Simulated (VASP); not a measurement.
## BN: relaxation of cell and atoms with PBEsol

Crystal: BN.

```
B N
1.0
     2.55394    0.00000    0.00000
    -1.27697    2.21178    0.00000
     0.00000    0.00000    4.22685
B N
2 2
Direct
  0.66667 0.33333 0.99972
  0.33333 0.66667 0.49972
  0.66667 0.33333 0.62528
  0.33333 0.66667 0.12528
```

Measurements of this composition are mostly on another form, of space group No. 194.

- Program: VASP 6.6.1
- Task: relaxation of cell and atoms
- Functional: PBEsol
- Potentials or basis: VASP PAW PBE potentials, release 64 (B, N)
- Cutoff: 600 eV
- k mesh: 6 × 6 × 2
- Occupations: gaussian, width 0.02 eV
- Spin: no spin polarisation
- Further INCAR settings: ALGO = Normal; EDIFF = 1e-07; IBRION = 2; EDIFFG = -0.005; NSW = 90; ISIF = 3

The relaxed volume is 5.88 Å³/atom and the relaxed cell is a = 2.542 Å, b = 2.542 Å, c = 4.205 Å, α = 90.00°, β = 90.00°, γ = 120.00°. The space group after relaxing (to 0.05 Å) is P6_3mc (No. 186) and the energy gained by relaxing is 1.5 meV/atom. The ionic steps are 6 and the pressure after relaxing is 0.1 GPa. The band gap on the k mesh is 4.98 eV, indirect (least direct gap 8.24 eV).

The path:
| step | energy change (eV) | largest force (eV/Å) | pressure (GPa) | volume (Å³) |
| --- | --- | --- | --- | --- |
| 1 | 0.0000 | 0.0592 | -5.50 | 23.88 |
| 2 | 0.0010 | 0.0987 | 6.13 | 23.18 |
| 3 | -0.0061 | 0.0148 | -0.05 | 23.54 |
| 4 | -0.0061 | 0.0164 | 0.06 | 23.53 |
| 5 | -0.0061 | 0.0151 | 0.15 | 23.52 |
| 6 | -0.0061 | 0.0016 | 0.10 | 23.53 |

Final structure:
```yaml
crystal:
  lattice:
    - [2.54158, 0.00000, 0.00000]
    - [-1.27079, 2.20107, 0.00000]
    - [0.00000, 0.00000, 4.20536]
  atoms:
    - { symbol: B, position: [0.66667, 0.33333, 0.99998] }
    - { symbol: B, position: [0.33333, 0.66667, 0.49998] }
    - { symbol: N, position: [0.66667, 0.33333, 0.62502] }
    - { symbol: N, position: [0.33333, 0.66667, 0.12502] }
```

Levels at points of the mesh, in eV from the valence-band top:
```csv
k point,band 5,band 6,band 7,band 8,band 9,band 10,band 11,band 12
"(0.00, 0.00, 0.00)",-2.14,-0.25,0.00,0.00,8.34,8.34,8.54,9.54
"(0.50, 0.00, 0.00)",-6.97,-5.04,-4.48,-2.14,6.58,7.84,10.58,11.44
"(0.00, 0.00, 0.50)",-1.18,-1.18,-1.18,-1.18,9.48,9.48,9.90,9.90
"(0.50, 0.00, 0.50)",-3.81,-3.81,-3.59,-3.59,6.46,6.46,9.96,9.96
```

It took 9.6 s on 1 thread of Intel(R) Xeon(R) 6975P-C (Granite Rapids), with other jobs on the host, peak memory 0.13 GiB.

Caveat: the k mesh is coarse (spacing up to 0.74 Å⁻¹), so the values aren't converged; the PAW data sets were made with another functional, which shifts forces and pressure a little. A k mesh can miss the band edges.
